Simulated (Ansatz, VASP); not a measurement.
One calculation of Pd, two programs

```xyz
1
Lattice="0.0000 1.9897 1.9897 1.9897 0.0000 1.9897 1.9897 1.9897 0.0000" Properties=species:S:1:pos:R:3 pbc="T T T"
Pd    0.0000    0.0000    0.0000
```

Alike in both runs: functional RPBE; k mesh 18 × 18 × 18; occupations gaussian, width 0.1 eV; no spin polarisation.

Ansatz relaxed the structure, and its values are those at the end. VASP's run is a single point on that final structure, the one shown.

|  | VASP | Ansatz |
| --- | --- | --- |
| version | VASP 6.6.1 | Ansatz 0.2.0 |
| potentials or method | VASP PAW PBE potentials, release 64 (Pd) | scalar-relativistic, plane waves, PAW |
| plane-wave cutoff (eV) | 520 | 420 |
| valence electrons in the cell | 10 | 18 |

```tsv
	VASP	Ansatz	Ansatz less VASP
gap on the k mesh at the Fermi level (eV)	none	none	-
pressure (GPa)	-0.2	0.0	+0.22
```

A gap of «none» marks a metal or a gap that the smearing closes. The two sets of potentials don't hold the same shells in valence.

Caveats: the PAW data sets were made with another functional, which shifts forces and pressure a little (VASP).
